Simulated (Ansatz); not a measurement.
# CoSi (P2_13) in Ansatz: relaxation of cell and atoms with PBEsol

Aim: the relaxation of cell and atoms of CoSi with PBEsol.

Everything below comes from runs of Ansatz 0.2.0. Logs are shortened: lines on timing, memory, paths and dates and some standing lists are left out, and cuts for length are marked.

## 1. The crystal as given

It takes space group P2_13 (No. 198, cubic). The conventional cell has a = 4.438 Å, b = 4.438 Å, c = 4.438 Å, α = 90.00°, β = 90.00°, γ = 90.00°. Co (site symmetry 3) has 7 Si at 2.28 to 2.47 Å as nearest neighbours. Around Si (site symmetry 3) lie 7 Co at 2.28 to 2.47 Å.

## 2. Relaxation of cell and atoms, PBEsol, collinear spin, ferromagnetic start

Input file input.yaml:

```yaml
crystal:
  lattice:
    - [4.438, 0.0, 0.0]
    - [0.0, 4.438, 0.0]
    - [0.0, 0.0, 4.438]
  atoms:
    - { symbol: Co, position: [0.86, 0.64, 0.36], spin: 2.0 }
    - { symbol: Co, position: [0.64, 0.36, 0.86], spin: 2.0 }
    - { symbol: Co, position: [0.36, 0.86, 0.64], spin: 2.0 }
    - { symbol: Co, position: [0.14, 0.14, 0.14], spin: 2.0 }
    - { symbol: Si, position: [0.157, 0.343, 0.657] }
    - { symbol: Si, position: [0.343, 0.657, 0.157] }
    - { symbol: Si, position: [0.657, 0.157, 0.343] }
    - { symbol: Si, position: [0.843, 0.843, 0.843] }
hamiltonian:
  xc: pbesol
  pseudopotentials: { kind: paw }
magnetization:
  spin_polarized: true
kpoints:
  mp_grid: { grid: [6, 6, 6] }
scf:
  occupations: { method: fermi_dirac, width: 0.05 }
output:
  forces: true
  stress: true
  eigenvalues: true
  write_density: true
  write_potential: true
  elf: true
  volumetric_format: npy
relax:
  f_tol: 0.01
  max_steps: 40
  cell: { stress_tol: 0.05 }
```

Potentials or basis: Ansatz PAW.

Command:

```
ansatz run input.yaml --threads 4 --pin off --max-ram 11264MiB --backend cpu --events-out ev --progress --plain --runs-dir out
```

Output:

```text
Warning: RAYON_NUM_THREADS=4 ignored (pool sized by the plan → 4); use --threads N
Engine: ansatz 0.2.0, x86_64-unknown-linux-gnu
Pseudopotentials: kind: paw
Pseudopotential: Co, paw, valence charge 17, recommended cutoff 420 eV (normal), Co.paw.azcp
Pseudopotential: Si, paw, valence charge 4, recommended cutoff 420 eV (normal), Si.paw.azcp
Functional definition: PBEsol
  exchange = pbesol_x
  correlation = pbesol_c
Crystal: 8 atoms, lattice volume = 87.410 Å³
Basis set: ecut = 420 eV, 1743 PW (Γ), exchange–correlation on 60×60×60 points (8 copies of the dense FFT grid, shifted against one another)
Bands: 56, of which v1, the nominal top of the filled ones, is band 42 counted from 1 (41 counted from 0)
Symmetry: 12 space group operations
Space group: P213 (ITA 198), of the structure as read, at distance tolerance 4.4e-5 Å
Magnetic group: BNS 198.9 (UNI 1511), of the structure as read, at distance tolerance 4.4e-5 Å
k-points: 24 of 216 (time reversal used)
Non-local potential: Co, projectors of the file, l = 0: 3, l = 1: 2, l = 2: 3, l = 3: 1
Non-local potential: Si, projectors of the file, l = 0: 2, l = 1: 2, l = 2: 2
PAW form: soft (Blöchl's): semilocal exchange-correlation on the pseudo side does not see the compensation charge
PAW frozen core: Co, regenerated for the run's functional, and the local potential with it (the file was generated under x = pbe(κ = 0.804, μ = 0.2195149727645171), c = pbe(β = 0.06672455060314922))
PAW frozen core: Si, regenerated for the run's functional, and the local potential with it (the file was generated under x = pbe(κ = 0.804, μ = 0.2195149727645171), c = pbe(β = 0.06672455060314922))
PAW one-centre angular grid: Co, 590 points (default); XC on 64 Gauss nodes
PAW one-centre angular grid: Si, 110 points (default); XC on 64 Gauss nodes
Initial density: superposition of atomic densities (chi_scale 0.1, normalization cell)
Starting moments: Σ|m| = 8 μB on 4 of 8 sites
Initial wavefunctions: pseudopotential atomic-orbital guess
Functional: x = pbesol(κ = 0.804, μ = 0.12345679012345678), c = pbesol(β = 0.046)
SCF iter   1: F=—  HF=-22856.430427 eV  |F-HF|=—  |Δ(HF+E_count)|=         —  Δρ=9.94e-2 (↑9.94e-2 ↓3.69e-2)  dr2=6.45e0  dr2_m=1.92e0  M=4.450 μB ∫|m|=6.105 μB  β_m=0.30  ethr=3.10e-3  ⟨swp⟩=6.8  Hψ=10510  notcnv=0  defer=6
Mixer restart at iter 1: flushing history
preconditioner: auto → Kerker (q_TF=auto, 2.710 Å⁻¹)  [metal: Δε(μ)=0.003 eV  Ē_g=8.145 eV  σ=0.050 eV  W_gap=0.02  n_scr=26 (ndim 8)  ℏωp=28.6 eV  f_vac=0.000  D(μ)=4.72/eV (n_scr^D=32)]
spin=Collinear: Kerker preconditioning applied to the charge; magnetization (m = ρ↑ − ρ↓) channel mixes plain (no charge-response kernel on spin).
SCF iter   2: F=—  HF=-22854.736524 eV  |F-HF|=—  |Δ(HF+E_count)|=    1.69e0  Δρ=5.31e-2 (↑4.49e-2 ↓5.31e-2)  dr2=8.65e-1  dr2_m=1.72e0  M=3.990 μB ∫|m|=5.569 μB  β_m=0.39  ethr=3.10e-3  ⟨swp⟩=2.0  Hψ=4425  notcnv=0  defer=247
SCF iter   3: F=—  HF=-22858.208152 eV  |F-HF|=—  |Δ(HF+E_count)|=    3.47e0  Δρ=5.76e-2 (↑3.42e-2 ↓5.76e-2)  dr2=1.23e0  dr2_m=1.56e0  M=3.496 μB ∫|m|=4.915 μB  β_m=0.40  ethr=1.03e-3  ⟨swp⟩=2.6  Hψ=3835  notcnv=0  defer=247
SCF iter   4: F=—  HF=-22861.427458 eV  |F-HF|=—  |Δ(HF+E_count)|=    3.22e0  Δρ=5.02e-2 (↑2.98e-2 ↓5.02e-2)  dr2=9.29e-1  dr2_m=1.22e0  M=2.688 μB ∫|m|=3.925 μB  β_m=0.18  ethr=1.03e-3  ⟨swp⟩=2.1  Hψ=4039  notcnv=0  defer=251
SCF iter   5: F=—  HF=-22862.565066 eV  |F-HF|=—  |Δ(HF+E_count)|=    1.14e0  Δρ=4.02e-2 (↑4.02e-2 ↓1.52e-2)  dr2=5.08e-1  dr2_m=5.23e-1  M=2.239 μB ∫|m|=3.167 μB  β_m=0.62  ethr=1.03e-3  ⟨swp⟩=2.5  Hψ=4365  notcnv=0  defer=258
SCF iter   6: F=—  HF=-22863.559734 eV  |F-HF|=—  |Δ(HF+E_count)|=   9.95e-1  Δρ=2.95e-2 (↑2.95e-2 ↓8.22e-3)  dr2=3.53e-1  dr2_m=2.52e-1  M=0.468 μB ∫|m|=1.037 μB  β_m=0.81  ethr=6.05e-4  ⟨swp⟩=2.6  Hψ=4662  notcnv=0  defer=254
SCF iter   7: F=—  HF=-22863.683041 eV  |F-HF|=—  |Δ(HF+E_count)|=         —  Δρ=2.02e-2 (↑1.03e-2 ↓2.02e-2)  dr2=7.02e-1  dr2_m=2.60e-2  M=0.003 μB ∫|m|=0.028 μB  β_m=0.81  ethr=4.20e-4  ⟨swp⟩=2.0  Hψ=3785  notcnv=0  defer=272
[... 94 lines left out ...]
relax step   6: F+E_penalty+E_count = -22863.77928805 eV  Δ(F+E_penalty+E_count) = +1.760e-3 eV  max|allowed force component| = 2.374e-3 eV/Å  Δτ_max = 0.0000 Å  P = -0.028 GPa  Ω = 84.367 Å³  stress off target by 2.84e-2 GPa  SCF on the basis re-selected at this cell (its energy is not comparable with the rows above)  (8 SCF iters)
basis re-selected at this cell: Δ(F+E_penalty+E_count) = +1.760e-3 eV, ΔP = -0.035 GPa vs the last step (what re-selecting the basis moved, of the pressure what is left beyond the Pulay correction that the steps carried, after the strain that the cell walked since its last selection, with what the two solves' SCF thresholds leave and, on support functions, any second-order correction that the steps lacked; it is no measure of the basis error at this ecutwfc). This SCF's stress stands 2.84e-2 GPa from its target on what of the cell is left free (relax.cell.stress_tol is 5.00e-2 GPa) and its largest allowed force component is 2.37e-3 eV/Å (relax.f_tol is 1.00e-2 eV/Å): within both
SCF converged after 8 iterations
Magnetization: 0.0000 μB (42.0000 up, 42.0000 down)
Absolute magnetization: 0.0000 μB (∫|ρ↑−ρ↓|, with the PAW one-centre terms)
Spin contamination: 0.0000 ħ² per cell (⟨S²⟩ above its minimum at these occupations)
Per-site moments (μB) at R_I (Å): [(1.3955664380490772e-9, 0.9472812899453575), (1.3955660436516557e-9, 0.9472812899453575), (1.3955661475144658e-9, 0.9472812899453574), (1.3955662220115646e-9, 0.947281289945358), (-8.752760360930443e-10, 0.9472812899453575), (-8.752762043302433e-10, 0.9472812899453575), (-8.752757616157287e-10, 0.9472812899453574), (-8.752757439440445e-10, 0.947281289945358)]
Free energy (F): -22863.779288 eV
Harris-Foulkes:  -22863.779288 eV  (|F-HF|=3.27e-11)
Internal energy: -22863.766509 eV  (E = F + TS)
E sigma→0 (E₀):  -22863.772898 eV
Entropy (-TS):   -0.012779 eV (-1.597 meV/atom)
Fermi energy:    17.214777 eV
--- Per-component energies (eV) ---
  E_band       = -905.931504
  E_kinetic    = 2018.712240
  E_local      = -14056.609923  (includes V_loc(G=0)·N_el)
  E_nonlocal   = 1929.614131
  E_hartree    = 6102.284672
  E_xc         = -866.130659
  E_vxc        = -1027.256325  (∫ρ·V_xc dr)
  E_paw        = -7934.613943  (= ΣΔE_a)
  E_vpaw       = -1974.960083  (= ΣTr[D̂ρ^β])
  E_aug_tail   = 0.000194  (compensation charges beyond the density's cutoff)
  E_ewald      = -10057.903141
  E_core_change = 0.879920  (= ΣΔE_core)
  E_smearing   = -0.012779  (= −TS)
  E_closure    = -0.000000  (closes the sum)
  Σ components = -22863.779288   (vs F -22863.779288, Δ=0.00e0)
--- Forces (eV/Å), atoms counted from 1 ---
  atom   1  Co    -0.00008120     0.00008120    -0.00008120
  atom   2  Co     0.00008120    -0.00008120    -0.00008120
  atom   3  Co    -0.00008120    -0.00008120     0.00008120
  atom   4  Co     0.00008120     0.00008120     0.00008120
  atom   5  Si     0.00237386    -0.00237386     0.00237386
  atom   6  Si    -0.00237386     0.00237386     0.00237386
  atom   7  Si     0.00237386     0.00237386    -0.00237386
  atom   8  Si    -0.00237386    -0.00237386    -0.00237386
  max |Σ_I F_I| component: 5.20e-17 eV/Å
--- Stress (GPa, compression-positive) ---
       -0.028371      -0.000000      -0.000000
       -0.000000      -0.028371       0.000000
       -0.000000       0.000000      -0.028371
  P = ⅓ Tr σ = -0.0284 GPa (-0.284 kbar)
--- Band table (eV; the first three rows and the last of 48) ---
  k-point 0 ↑: bands = ["-77.3887", "-77.3751", "-77.3751", "-77.3751", "-40.9159", "-40.9159", "-40.9159", "-40.8686", "-40.8438", "-40.8438", "-40.8438", "-40.8021", "-40.8021", "-40.7844", "-40.7844", "-40.7844", "3.2209", "8.8427", "8.8427", "8.8427", "11.5100", "11.5100", "11.5100", "13.2625", "13.2625", "13.2625", "13.9303", "13.9705", "13.9705", "14.3051", "14.3051", "14.3051", "14.7728", "14.7728", "14.7728", "16.2279", "16.2279", "16.2279", "16.3694", "16.3694", "17.1793", "17.1793", "17.1793", "19.8362", "19.8362", "19.8362", "20.1914", "20.1914", "20.8751", "20.8751", "20.8751", "22.0911", "23.3610", "23.3610", "23.3610", "25.6498"]
  k-point 1 ↑: bands = ["-77.3880", "-77.3773", "-77.3749", "-77.3738", "-40.9212", "-40.9170", "-40.9077", "-40.8710", "-40.8524", "-40.8466", "-40.8321", "-40.8013", "-40.7992", "-40.7867", "-40.7866", "-40.7834", "3.4332", "7.7182", "8.9745", "9.5797", "10.9796", "11.6311", "12.2399", "12.5386", "12.8606", "13.7160", "13.9719", "14.0128", "14.2371", "14.2650", "14.3158", "14.3183", "14.7014", "14.7418", "15.0526", "16.0045", "16.0881", "16.3160", "16.3786", "16.4482", "16.9336", "17.0922", "17.6385", "19.1904", "19.2861", "19.5297", "19.7448", "20.5951", "21.1445", "21.1513", "21.6011", "22.4988", "22.8003", "24.0708", "24.3705", "24.7372"]
  k-point 2 ↑: bands = ["-77.3861", "-77.3802", "-77.3743", "-77.3735", "-40.9233", "-40.9197", "-40.8976", "-40.8776", "-40.8565", "-40.8520", "-40.8190", "-40.8006", "-40.7932", "-40.7918", "-40.7897", "-40.7845", "4.0582", "6.3396", "9.3502", "10.1063", "10.8136", "11.7548", "11.8775", "12.3040", "13.0944", "13.2992", "13.9399", "14.1087", "14.2341", "14.3193", "14.4466", "14.4845", "14.6802", "14.9575", "15.1661", "15.6388", "16.0429", "16.1965", "16.4223", "16.4914", "16.7821", "16.8646", "18.0763", "18.6523", "18.8496", "18.9936", "20.2275", "21.0686", "21.4096", "21.5669", "22.0420", "22.9812", "23.0941", "23.3934", "23.5791", "24.5203"]
  k-point 23 ↓: bands = ["-77.3784", "-77.3784", "-77.3784", "-77.3784", "-40.9088", "-40.9088", "-40.9088", "-40.9088", "-40.8344", "-40.8344", "-40.8344", "-40.8344", "-40.7836", "-40.7836", "-40.7836", "-40.7836", "7.5779", "7.5779", "7.5779", "7.5779", "10.0342", "10.0342", "10.0342", "10.0342", "13.9964", "13.9964", "13.9964", "13.9964", "14.2331", "14.2331", "14.2331", "14.2331", "15.7864", "15.7864", "15.7864", "15.7864", "15.8969", "15.8969", "15.8969", "15.8969", "16.9502", "16.9502", "16.9502", "16.9502", "22.7797", "22.7797", "22.7797", "22.7797", "23.1138", "23.1138", "23.1138", "23.1138", "25.0756", "25.0756", "25.0756", "25.0756"]
--- Relaxed structure (5 steps of the walk, 5 accepted, 1 SCFs on fresh bases) ---
  F+E_penalty+E_count = -22863.77928805 eV   max|allowed force component| = 2.374e-3 eV/Å   (the final SCF, on the basis selected at the relaxed cell)
  cell:  # Å, volume = 84.3668 Å³
    - [4.385884935414185, -1.925929944387236e-34, -3.851859888774473e-34]
    - [5.7777898331617076e-34, 4.385884935414185, -6.419766481290786e-35]
    - [-8.987673073807103e-34, -6.419766481290786e-35, 4.385884935414185]
  atoms:
    - { symbol: Co, position: [0.8543704669439098, 0.6456295330560899, 0.3543704669439098] }
    - { symbol: Co, position: [0.6456295330560899, 0.3543704669439098, 0.8543704669439098] }
    - { symbol: Co, position: [0.3543704669439098, 0.8543704669439098, 0.6456295330560899] }
    - { symbol: Co, position: [0.1456295330560901, 0.1456295330560901, 0.1456295330560901] }
    - { symbol: Si, position: [0.15666976975322155, 0.34333023024677845, 0.6566697697532216] }
    - { symbol: Si, position: [0.34333023024677845, 0.6566697697532216, 0.15666976975322155] }
    - { symbol: Si, position: [0.6566697697532216, 0.15666976975322155, 0.34333023024677845] }
    - { symbol: Si, position: [0.8433302302467783, 0.8433302302467783, 0.8433302302467783] }
```

It took 69 s on 4 threads of Intel Xeon Platinum 8259CL at 2.50GHz (Skylake/Cascade Lake), shared host; peak memory 0.59 GiB.

Results:

- Free energy: -22863.7793 eV
- Relaxed volume: 10.55 Å³/atom
- Relaxed cell: a = 4.386 Å, b = 4.386 Å, c = 4.386 Å, α = 90.00°, β = 90.00°, γ = 90.00°
- Space group after relaxing (to 0.05 Å): P2_13 (No. 198)
- Energy gained by relaxing: 11.6 meV/atom
- Ionic steps: 6
- Pressure after relaxing: 0.0 GPa
- Largest force after relaxing: 0.004 eV/Å
- Band gap on the k mesh: none (metal or under the smearing width)
- Net moment: 0.00 μB per cell
- Absolute moment: 0.00 μB per cell

Forces in eV/Å, atoms in the order of the input:
```
Co   0.000  0.000  0.000
Co   0.000  0.000  0.000
Co   0.000  0.000  0.000
Co   0.000  0.000  0.000
Si   0.002 -0.002  0.002
Si  -0.002  0.002  0.002
Si   0.002  0.002 -0.002
Si  -0.002 -0.002 -0.002
```

The path:
| step | energy change (eV) | largest force (eV/Å) | volume (Å³) |
| --- | --- | --- | --- |
| 1 | 0.0000 | 0.2263 | 87.41 |
| 2 | -0.0643 | 0.2208 | 85.75 |
| 3 | -0.0920 | 0.0908 | 84.16 |
| 4 | -0.0940 | 0.0318 | 84.28 |
| 5 | -0.0943 | 0.0041 | 84.37 |
| 6 | -0.0925 | 0.0041 | 84.37 |

Final structure:
```cif
data_structure
_symmetry_space_group_name_H-M 'P 1'
_symmetry_Int_Tables_number 1
_cell_length_a 4.3859
_cell_length_b 4.3859
_cell_length_c 4.3859
_cell_angle_alpha 90.000
_cell_angle_beta 90.000
_cell_angle_gamma 90.000
_cell_volume 84.37
loop_
_atom_site_label
_atom_site_type_symbol
_atom_site_fract_x
_atom_site_fract_y
_atom_site_fract_z
_atom_site_occupancy
Co1 Co 0.85437 0.64563 0.35437 1
Co2 Co 0.64563 0.35437 0.85437 1
Co3 Co 0.35437 0.85437 0.64563 1
Co4 Co 0.14563 0.14563 0.14563 1
Si1 Si 0.15667 0.34333 0.65667 1
Si2 Si 0.34333 0.65667 0.15667 1
Si3 Si 0.65667 0.15667 0.34333 1
Si4 Si 0.84333 0.84333 0.84333 1
```

Caveat: the starting moments collapsed, and a magnetic state may lie lower; the plane-wave basis is chosen anew once the cell has moved, so the energies of steps on either side of that aren't comparable; the PAW data sets come from PBE, with cores solved anew for the run's functional, which leaves a small shift of forces and pressure; the starting moments weren't kept.

## 3. The reference run

An earlier run on the cell as given: functional PBEsol; potentials or basis Ansatz PAW; cutoff 420 eV (not typed: the program's choice for these potentials); k mesh 6 × 6 × 6; occupations fermi-dirac, width 0.05 eV; collinear spin, ferromagnetic start; starting moments [2.0, 2.0, 2.0, 2.0, 0.0, 0.0, 0.0, 0.0] μB.

* Pressure: -7.2 GPa
* Largest force: 0.226 eV/Å
* Band gap on the k mesh: none (metal or under the smearing width)
* Net moment: 0.00 μB per cell
* Absolute moment: 0.00 μB per cell
